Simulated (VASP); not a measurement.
# GaSb in VASP 6.6.1, single-point calculation

INCAR

```
SIGMA = 0.02
PREC = Accurate
AMIX = 0.2
LWAVE = .FALSE.
ENCUT = 520
NSW = 0
ISMEAR = -1
GGA = PS
NELM = 77
EDIFF = 1E-7
BMIX = 0.0001
NBANDS = 16
LASPH = .TRUE.
LCHARG = .FALSE.
ISIF = 2
IBRION = -1
LREAL = .FALSE.
```

KPOINTS

```
KPOINTS created by Atomic Simulation Environment
0
Gamma
8 8 8
0 0 0
```

POSCAR

```
Ga Sb
 1.0000000000000000
     0.0000000000000000    3.0658788003000002    3.2495249404000002
     3.0658788003000002    0.0000000000000000    3.2495249404000002
     3.0658788003000002    3.0658788003000002    0.0000000000000000
 Ga  Sb
   1   1
Cartesian
  0.0000000000000000  0.0000000000000000  0.0000000000000000
  1.5329394001500001  1.5329394001500001  1.6247624702000001
```

The recommended PBE PAW datasets give the neutral cell 18 valence electrons.

Command

```
mpirun -np 1 vasp_std
```

Q: Predict the outcome of this run.

A: It converged. Results: gap between bands v and c on the k mesh 0.00 eV; least direct gap on the k mesh 0.00 eV; pressure -2.9 GPa. Band v is the last that the valence electrons fill when counted band by band, and c is the next.

OSZICAR

```
N       E                     dE             d eps       ncg     rms          rms(c)
DAV:   1     0.795526806043E+02    0.79553E+02   -0.85492E+03  1936   0.136E+03
DAV:   2    -0.209358736599E+01   -0.81646E+02   -0.78861E+02  2208   0.290E+02
DAV:   3    -0.807061903344E+01   -0.59770E+01   -0.59638E+01  2336   0.629E+01
DAV:   4    -0.817546997475E+01   -0.10485E+00   -0.10484E+00  2272   0.938E+00
DAV:   5    -0.817787572295E+01   -0.24057E-02   -0.24057E-02  2608   0.123E+00    0.286E+00
DAV:   6    -0.813328197720E+01    0.44594E-01   -0.27266E-02  2616   0.253E+00    0.222E+00
DAV:   7    -0.809491080217E+01    0.38371E-01   -0.11663E-01  2800   0.479E+00    0.668E-01
DAV:   8    -0.809086904012E+01    0.40418E-02   -0.19085E-02  2408   0.175E+00    0.207E-01
DAV:   9    -0.809086471806E+01    0.43221E-05   -0.13155E-03  2336   0.252E-01    0.963E-02
DAV:  10    -0.809080728136E+01    0.57437E-04   -0.16007E-04  2352   0.101E-01    0.216E-02
DAV:  11    -0.809080851728E+01   -0.12359E-05   -0.44933E-05  2488   0.104E-01    0.118E-02
DAV:  12    -0.809080719796E+01    0.13193E-05   -0.36229E-06  2128   0.146E-02    0.306E-03
DAV:  13    -0.809080742880E+01   -0.23084E-06   -0.10789E-06  2552   0.857E-03    0.279E-03
DAV:  14    -0.809080725950E+01    0.16931E-06   -0.13510E-07  1656   0.372E-03    0.279E-04
DAV:  15    -0.809080725350E+01    0.59977E-08   -0.12552E-08  1184   0.967E-04
   1 F= -.80908073E+01 E0= -.80907327E+01  d E =-.149134E-03
```

For comparison, a separate PBE run of the intended cell, on usual settings and not on those above, gives a gap of 0.00 eV on its mesh and a pressure of -0.7 GPa.
